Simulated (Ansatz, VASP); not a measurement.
## ZnSe (Stilleite) in two plane-wave programs

One calculation is typed for both programs; each brings its own data sets and cutoff. How far apart do they land?

Calculated with Ansatz 0.2.0; plane waves, with VASP 6.6.1 beside it; relaxation of cell and atoms at r2SCAN, spin-orbit coupling.

**1. Starting point**

The structure is cubic, space group F-43m (No. 216). Conventional cell: a = 5.668 Å, b = 5.668 Å, c = 5.668 Å, α = 90.00°, β = 90.00°, γ = 90.00°. Nearest to Zn lie 4 Se at 2.45 Å. Nearest to Se lie 4 Zn at 2.45 Å. Farther neighbours and most contacts between anions are not listed.

**2. Ansatz: relaxation of cell and atoms, r2SCAN, spin-orbit coupling**

Ansatz runs on its fully relativistic PAW (standard-fr) files.

The relaxed volume is the usual yardstick between codes: its relative difference is about their pressure difference at one cell divided by the bulk modulus.

input.yaml

```yaml
crystal:
  lattice:
    - [0.0, 2.8338, 2.8338]
    - [2.8338, 0.0, 2.8338]
    - [2.8338, 2.8338, 0.0]
  atoms:
    - { symbol: Zn, position: [0.0, 0.0, 0.0] }
    - { symbol: Se, position: [0.25, 0.25, 0.25] }
hamiltonian:
  xc: r2scan
  pseudopotentials: { kind: paw_fr }
magnetization:
  noncollinear: true
  spin_orbit: true
kpoints:
  mp_grid: { grid: [6, 6, 6] }
scf:
  occupations: { method: fermi_dirac, width: 0.05 }
relax:
  f_tol: 0.01
  max_steps: 60
  cell: { stress_tol: 0.05 }
output:
  forces: true
  stress: true
```

Command:

```
> ansatz run input.yaml --threads 4 --pin off --max-ram 9216MiB --backend cpu --events-out ev --progress --plain --runs-dir out
```

Numbers of over 12 decimals in the logs are rounded to 6 here.

The program printed:

```text
Engine: ansatz 0.2.0, x86_64-unknown-linux-gnu
Pseudopotentials: kind: paw_fr
Pseudopotential: Zn, paw_fr, valence charge 12, recommended cutoff 500 eV (meta_gga), Zn.paw.azcp#standard-fr
Pseudopotential: Se, paw_fr, valence charge 16, recommended cutoff 500 eV (meta_gga), Se.paw.azcp#standard-fr
Functional definition: r2SCAN
  parameter k0 = 0.174
  parameter k1 = 0.065
  parameter a1 = 4.9479
  exchange = r2scan_x(k0 = k0, k1 = k1, a1 = a1)
  correlation = r2scan_c
non-collinear run that drives no moment, with spin-orbit: no starting moment large enough to seed its density (crystal.atoms[].spin), no starting occupations that ask for one, no magnetisation constraint and no magnetic field, so the semilocal B_xc is pinned to zero
Crystal: 2 atoms, lattice volume = 45.513 Å³
Basis set: ecut = 500 eV, 1139 PW (Γ), exchange–correlation on 120×120×120 points (64 copies of the dense FFT grid, shifted against one another)
Bands: 36, of which v1, the nominal top of the filled ones, is band 28 counted from 1 (27 counted from 0)
Symmetry: 24 space group operations + 24 with time reversal
Magnetic group: BNS 216.75 (UNI 1577), of the structure as read, at distance tolerance 3.6e-5 Å
k-points: 16 of 216 (time reversal used)
Projection manifold: j_resolved (fully-relativistic pseudo-atomic orbitals)
Non-local potential: Zn, projectors of the file, l = 0: 2, l = 1: 4, l = 2: 6, l = 3: 2
Non-local potential: Se, projectors of the file, l = 0: 2, l = 1: 4, l = 2: 6, l = 3: 2
PAW form: soft (Blöchl's): semilocal exchange-correlation on the pseudo side does not see the compensation charge
PAW frozen core: Zn, regenerated for the run's functional (the file was generated under x = pbe(κ = 0.804, μ = 0.219515), c = pbe(β = 0.066725))
PAW frozen core: Se, regenerated for the run's functional (the file was generated under x = pbe(κ = 0.804, μ = 0.219515), c = pbe(β = 0.066725))
PAW one-centre angular grid: Zn, 590 points (default); XC on 297 of its mesh's 2673 points in the sphere
PAW one-centre angular grid: Se, 590 points (default); XC on 265 of its mesh's 2701 points in the sphere
Initial density: superposition of atomic densities (chi_scale 0.1, normalization cell, long waves kept (reshape's long-wave potential 0.00 eV rms))
Initial wavefunctions: pseudopotential atomic-orbital guess
Functional: x = r2scan, c = r2scan; τ floored in thin density (d = 2e-4 eV/Å³)
SCF iter   1: F=—  HF=-8800.276681 eV  |F-HF|=—  |Δ(HF+E_count)|=         —  Δρ=6.49e-2  dr2=1.09e0  dr2_τ=1.01e-3  dr2_m=0.00e0 (ungated)  ethr=3.10e-3  |M|=0.00e0 ∫|m|=0.00e0 μB  |m|>n=0.0e0 m-floor=0.0e0 τ_xc=0.0e0  β_m=0.30  ⟨swp⟩=9.1  Hψ=3845  notcnv=0  defer=2
preconditioner: auto → none  [insulator: Δε(μ)=1.537 eV  Ē_g=13.680 eV  σ=0.050 eV  W_gap=1.00  n_scr=14 (ndim 8)  ℏωp=23.4 eV  f_vac=0.058  D(μ)=0.00/eV (n_scr^D=0)  ε∞_Penn≈3.9]
SCF iter   2: F=—  HF=-8800.003713 eV  |F-HF|=—  |Δ(HF+E_count)|=   2.73e-1  Δρ=2.75e-2  dr2=1.79e-1  dr2_τ=5.94e-4  dr2_m=0.00e0 (ungated)  ethr=3.10e-3  |M|=0.00e0 ∫|m|=0.00e0 μB  |m|>n=0.0e0 m-floor=0.0e0 τ_xc=0.0e0  β_m=0.37  ⟨swp⟩=2.1  Hψ=1038  notcnv=0  defer=52
SCF iter   3: F=—  HF=-8799.983398 eV  |F-HF|=—  |Δ(HF+E_count)|=   2.03e-2  Δρ=1.35e-2  dr2=4.20e-2  dr2_τ=1.01e-4  dr2_m=0.00e0 (ungated)  ethr=6.40e-4  |M|=0.00e0 ∫|m|=0.00e0 μB  |m|>n=0.0e0 m-floor=0.0e0 τ_xc=0.0e0  β_m=0.52  ⟨swp⟩=2.1  Hψ=766  notcnv=0  defer=52
SCF iter   4: F=—  HF=-8799.978703 eV  |F-HF|=—  |Δ(HF+E_count)|=   4.69e-3  Δρ=1.56e-3  dr2=7.13e-4  dr2_τ=7.41e-6  dr2_m=0.00e0 (ungated)  ethr=1.50e-4  |M|=0.00e0 ∫|m|=0.00e0 μB  |m|>n=0.0e0 m-floor=0.0e0 τ_xc=0.0e0  β_m=0.64  ⟨swp⟩=2.1  Hψ=882  notcnv=0  defer=52
SCF iter   5: F=—  HF=-8799.979099 eV  |F-HF|=—  |Δ(HF+E_count)|=   3.96e-4  Δρ=4.48e-4  dr2=1.16e-4  dr2_τ=1.83e-6  dr2_m=0.00e0 (ungated)  ethr=2.55e-6  |M|=0.00e0 ∫|m|=0.00e0 μB  |m|>n=0.0e0 m-floor=0.0e0 τ_xc=0.0e0  β_m=0.63  ⟨swp⟩=2.0  Hψ=1046  notcnv=0  defer=52
SCF iter   6: F=—  HF=-8799.979091 eV  |F-HF|=—  |Δ(HF+E_count)|=   8.67e-6  Δρ=8.67e-5  dr2=2.04e-6  dr2_τ=2.23e-8  dr2_m=0.00e0 (ungated)  ethr=4.16e-7  |M|=0.00e0 ∫|m|=0.00e0 μB  |m|>n=0.0e0 m-floor=0.0e0 τ_xc=0.0e0  β_m=0.63  ⟨swp⟩=2.0  Hψ=972  notcnv=0  defer=52
SCF iter   7: F=—  HF=-8799.979092 eV  |F-HF|=—  |Δ(HF+E_count)|=   9.74e-7  Δρ=1.48e-5  dr2=8.71e-8  dr2_τ=2.70e-10  dr2_m=0.00e0 (ungated)  ethr=3.57e-10  |M|=0.00e0 ∫|m|=0.00e0 μB  |m|>n=0.0e0 m-floor=0.0e0 τ_xc=0.0e0  β_m=0.73  ⟨swp⟩=3.0  Hψ=2302  notcnv=0
SCF iter   8: F=-8799.979092 eV  HF=-8799.979092 eV  |F-HF|=9.64e-11  |Δ(HF+E_count)|=   7.21e-9  Δρ=3.13e-6  dr2=2.03e-9  dr2_τ=1.76e-11  dr2_m=0.00e0 (ungated)  ethr=3.11e-10  |M|=0.00e0 ∫|m|=0.00e0 μB  |m|>n=0.0e0 m-floor=0.0e0 τ_xc=0.0e0  ⟨swp⟩=2.2  Hψ=1907  notcnv=0
SCF 1 converged in 8 iterations: F = -8799.979092 eV  dr2 = 2.03e-9
  greatest PAW one-centre occupation: 0.999 electrons in one spin orbital (limit 2), on the Se atom at site 1 (counted from 0), in its partial waves of l = 2
relax step   1: F+E_penalty+E_count = -8799.97909168 eV  Δ(F+E_penalty+E_count) = +0.000e0 eV  max|allowed force component| = 1.342e-16 eV/Å  Δτ_max = 0.0000 Å  P = -0.053 GPa  Ω = 45.513 Å³  (8 SCF iters, dr2 threshold 1.00e-7 eV, accepted)
[...]
relax step   2: F+E_penalty+E_count = -8799.97910182 eV  Δ(F+E_penalty+E_count) = -1.013e-5 eV  max|allowed force component| = 6.216e-17 eV/Å  Δτ_max = 0.0000 Å  P = -0.011 GPa  Ω = 45.484 Å³  energy of the carried Pulay correction = +4.375e-6 eV  (4 SCF iters, dr2 threshold 6.94e-9 eV, accepted)
[...]
relax step   3: F+E_penalty+E_count = -8799.97909009 eV  Δ(F+E_penalty+E_count) = +1.172e-5 eV  max|allowed force component| = 5.696e-17 eV/Å  Δτ_max = 0.0000 Å  P = -0.011 GPa  Ω = 45.484 Å³  stress off target by 1.15e-2 GPa  SCF on the basis re-selected at this cell (its energy is not comparable with the rows above)  (4 SCF iters)
basis re-selected at this cell: Δ(F+E_penalty+E_count) = +1.172e-5 eV, ΔP = -0.000 GPa vs the last step (what re-selecting the basis moved, of the pressure what is left beyond the Pulay correction that the steps carried, after the strain that the cell walked since its last selection, with what the two solves' SCF thresholds leave and, on support functions, any second-order correction that the steps lacked; it is no m [...]
SCF converged after 4 iterations
Magnetization: |M| = 0.0000 μB,  M = (+0.0000, +0.0000, +0.0000) μB
Absolute magnetization: 0.0000 μB (∫|m|)
  site 0: m = (+0.0000, +0.0000, +0.0000) μB, |m| = 0.0000 μB  (R = 1.01 Å)
  site 1: m = (+0.0000, +0.0000, +0.0000) μB, |m| = 0.0000 μB  (R = 1.01 Å)
Free energy (F): -8799.979090 eV
Harris-Foulkes:  -8799.979090 eV  (|F-HF|=9.09e-12)
Internal energy: -8799.979090 eV  (E = F + TS)
E sigma→0 (E₀):  -8799.979090 eV
Fermi energy:    7.489876 eV
--- Per-component energies (eV) ---
  E_band       = -399.376882
  E_kinetic    = 249.644385
  E_local      = -4396.997337  (includes V_loc(G=0)·N_el)
  E_nonlocal   = 23.209853
  E_hartree    = 2040.182889
  E_xc         = -222.240172
  E_vxc        = -159.299271  (∫ρ·V_xc dr)
  E_paw        = -3770.342680  (= ΣΔE_a)
  E_vpaw       = -204.378618  (= ΣTr[D̂ρ^β])
  E_aug_tail   = -0.000241  (compensation charges beyond the density's cutoff)
  E_vtau       = 8.078435  (kinetic-family band-sum trace: ∫τ·v_τ [+ j·A + Jᵃ·Aᵃ] dr)
  E_ewald      = -2721.517437
  E_core_change = -1.918350  (= ΣΔE_core)
  E_smearing   = -0.000000  (= −TS)
  E_closure    = 0.000000  (closes the sum)
  Σ components = -8799.979090   (vs F -8799.979090, Δ=0.00e0)
--- Forces (eV/Å), atoms counted from 1 ---
  atom   1  Zn     0.00000000    -0.00000000    -0.00000000
  atom   2  Se    -0.00000000     0.00000000     0.00000000
  max |Σ_I F_I| component: 7.57e-17 eV/Å
--- Stress (GPa, compression-positive) ---
       -0.011477      -0.000000       0.000000
       -0.000000      -0.011477       0.000000
        0.000000      -0.000000      -0.011477
  P = ⅓ Tr σ = -0.0115 GPa (-0.115 kbar)
--- Relaxed structure (2 steps of the walk, 2 accepted, 1 SCFs on fresh bases) ---
  F+E_penalty+E_count = -8799.97909009 eV   max|allowed force component| = 5.696e-17 eV/Å   (the final SCF, on the basis selected at the relaxed cell)
  cell:  # Å, volume = 45.4844 Å³
    - [0, 2.833202, 2.833202]
    - [2.833202, 0, 2.833202]
    - [2.833202, 2.833202, 0]
  atoms:
    - { symbol: Zn, position: [0, 0, 0] }
    - { symbol: Se, position: [0.25, 0.25, 0.25] }
```

Run time: 12 s. Hardware: 4 threads of Intel Xeon at 2.60GHz (Ice Lake), shared host; peak memory 0.76 GiB; 41 s of CPU time.

**3. VASP: relaxation of cell and atoms, r2SCAN, spin-orbit coupling**

The same cell, functional, mesh and smearing now go to VASP, with its own data sets and cutoff.

Lines of VASP's logs that name or quote its potential files are left out, and so is its time.

INCAR

```
SYSTEM = ZnSe
PREC = Accurate
ENCUT = 400
EDIFF = 1E-06
NELM = 100
ISMEAR = -1
SIGMA = 0.05
LREAL = .FALSE.
ALGO = Normal
METAGGA = R2SCAN
LASPH = .TRUE.
LNONCOLLINEAR = .TRUE.
MAGMOM = 0 0 0 0 0 0
NBANDS = 30
GGA_COMPAT = .FALSE.
LSORBIT = .TRUE.
LORBIT = 11
LWAVE = .FALSE.
LCHARG = .FALSE.
KPAR = 2
IBRION = 2
NSW = 60
ISIF = 3
EDIFFG = -0.01
```

POSCAR

```
ZnSe
1.0
    0.0000000000      2.8338000000      2.8338000000
    2.8338000000      0.0000000000      2.8338000000
    2.8338000000      2.8338000000      0.0000000000
Zn Se
1 1
Direct
    0.0000000000      0.0000000000      0.0000000000
    0.2500000000      0.2500000000      0.2500000000
```

KPOINTS

```
Automatic mesh
0
Gamma
6 6 6
0 0 0
```

PAW data sets: Zn and Se (PBE family, release 64).

Command:

```
> mpirun -np 2 vasp_ncl
```

The program printed:

```text
[banner, memory and clock lines left out]
running    2 mpi-ranks, on    1 nodes
 distrk:  each k-point on    1 cores,    2 groups
 distr:  one band on    1 cores,    1 groups

 POSCAR found type information on POSCAR ZnSe
 POSCAR found :  2 types and       2 ions
|                                                                             |
|               ----> ADVICE to this user running VASP <----                  |
|                                                                             |
|     You enforced a specific xc type in the INCAR file but a different       |
|     [... a line on the potential file left out ...]
|     I HOPE YOU KNOW WHAT YOU ARE DOING!                                     |
|                                                                             |

 LDA part: xc-table for (None), standard interpolation
 POSCAR, INCAR and KPOINTS ok, starting setup
 FFT: planning ... GRIDC
 FFT: planning ... GRID_SOFT
 FFT: planning ... GRID
 WAVECAR not read
 entering main loop
       N       E                     dE             d eps       ncg     rms          rms(c)
DAV:   1     0.913084297882E+02    0.91308E+02   -0.71766E+03  1320   0.118E+03
DAV:   2    -0.165927680918E+02   -0.10790E+03   -0.10178E+03  1338   0.290E+02
DAV:   3    -0.275102720824E+02   -0.10918E+02   -0.10799E+02  1552   0.936E+01
DAV:   4    -0.277016836482E+02   -0.19141E+00   -0.19121E+00  1500   0.132E+01
DAV:   5    -0.277025330074E+02   -0.84936E-03   -0.84934E-03  1474   0.817E-01    0.505E+00
DAV:   6    -0.249257808739E+02    0.27768E+01   -0.13095E+00  1540   0.344E+01    0.466E+00
DAV:   7    -0.249012091280E+02    0.24572E-01   -0.39970E-01  1546   0.976E+00    0.219E+00
DAV:   8    -0.249164766479E+02   -0.15268E-01   -0.37520E-02  1448   0.191E+00    0.648E-01
DAV:   9    -0.249188403862E+02   -0.23637E-02   -0.30259E-03  1748   0.116E+00    0.219E-01
DAV:  10    -0.249189755203E+02   -0.13513E-03   -0.67748E-04  1446   0.268E-01    0.689E-02
DAV:  11    -0.249190228170E+02   -0.47297E-04   -0.16757E-04  1682   0.175E-01    0.428E-02
DAV:  12    -0.249189995120E+02    0.23305E-04   -0.13346E-04  1698   0.188E-01    0.263E-02
DAV:  13    -0.249189961410E+02    0.33709E-05   -0.35205E-05  1674   0.138E-01    0.367E-03
DAV:  14    -0.249190016061E+02   -0.54651E-05   -0.39211E-06  1616   0.369E-02    0.398E-03
DAV:  15    -0.249190004684E+02    0.11377E-05   -0.77559E-07   810   0.176E-02    0.111E-03
DAV:  16    -0.249190001307E+02    0.33773E-06   -0.99293E-08   768   0.302E-03
   1 F= -.24919000E+02 E0= -.24919000E+02  d E =-.249190E+02  mag=     0.0000    -0.0000     0.0000
 curvature:   0.00 expect dE= 0.000E+00 dE for cont linesearch  0.000E+00
 trial: gam= 0.00000 g(F)=  0.311E-46 g(S)=  0.493E-03 ort = 0.000E+00 (trialstep = 0.100E+01)
 search vector abs. value=  0.493E-03
 bond charge predicted
       N       E                     dE             d eps       ncg     rms          rms(c)
DAV:   1    -0.249253743842E+02   -0.63739E-02   -0.73017E-02  1626   0.557E+00    0.576E-01
DAV:   2    -0.249201995135E+02    0.51749E-02   -0.16531E-02  1628   0.367E+00    0.216E-01
DAV:   3    -0.249195546239E+02    0.64489E-03   -0.42797E-04  1398   0.187E-01    0.109E-01
DAV:   4    -0.249193294293E+02    0.22519E-03   -0.13150E-04  1434   0.830E-02    0.416E-02
DAV:   5    -0.249193092112E+02    0.20218E-04   -0.18466E-05  1772   0.605E-02    0.165E-02
DAV:   6    -0.249192994424E+02    0.97688E-05   -0.11442E-05  1398   0.355E-02    0.426E-03
DAV:   7    -0.249192997476E+02   -0.30516E-06   -0.47689E-07   818   0.741E-03
   2 F= -.24919300E+02 E0= -.24919300E+02  d E =-.299617E-03  mag=     0.0000    -0.0000     0.0000
 trial-energy change:   -0.000300  1 .order   -0.000184   -0.000493    0.000125
 step:   0.8995(harm=  0.7980)  dis= 0.00000  next Energy=   -24.919306 (dE=-0.306E-03)
 bond charge predicted
       N       E                     dE             d eps       ncg     rms          rms(c)
DAV:   1    -0.249193734411E+02   -0.73999E-04   -0.75740E-04  1638   0.570E-01    0.579E-02
DAV:   2    -0.249192984114E+02    0.75030E-04   -0.16777E-04  1634   0.356E-01    0.220E-02
DAV:   3    -0.249192947803E+02    0.36311E-05   -0.42738E-06  1386   0.200E-02    0.110E-02
DAV:   4    -0.249192963866E+02   -0.16063E-05   -0.13780E-06  1402   0.827E-03    0.396E-03
DAV:   5    -0.249192975704E+02   -0.11838E-05   -0.97990E-08   690   0.774E-03    0.197E-03
DAV:   6    -0.249192985579E+02   -0.98748E-06   -0.17385E-07   696   0.396E-03
   3 F= -.24919299E+02 E0= -.24919299E+02  d E =-.298427E-03  mag=     0.0000     0.0000     0.0000
 curvature:  -0.30 expect dE=-0.463E-05 dE for cont linesearch -0.463E-05
 trial: gam= 0.00000 g(F)=  0.171E-45 g(S)=  0.155E-04 ort =-0.875E-04 (trialstep = 0.980E+00)
 search vector abs. value=  0.155E-04
 reached required accuracy - stopping structural energy minimisation
```

[end of part 1 of 2]

[Lines on the potential files, build, host, timing and source positions are cut from VASP's logs without a mark.]

[Logs are printed without paths, hosts, clocks, repeated set-up lines and the standing remarks that a program may print on its own settings, such as how far it seeks lower states.]

[Hosts, paths, dates, database ids (printed as entryN), source tags and the programs' standing remarks are cut or masked in the printed files.]
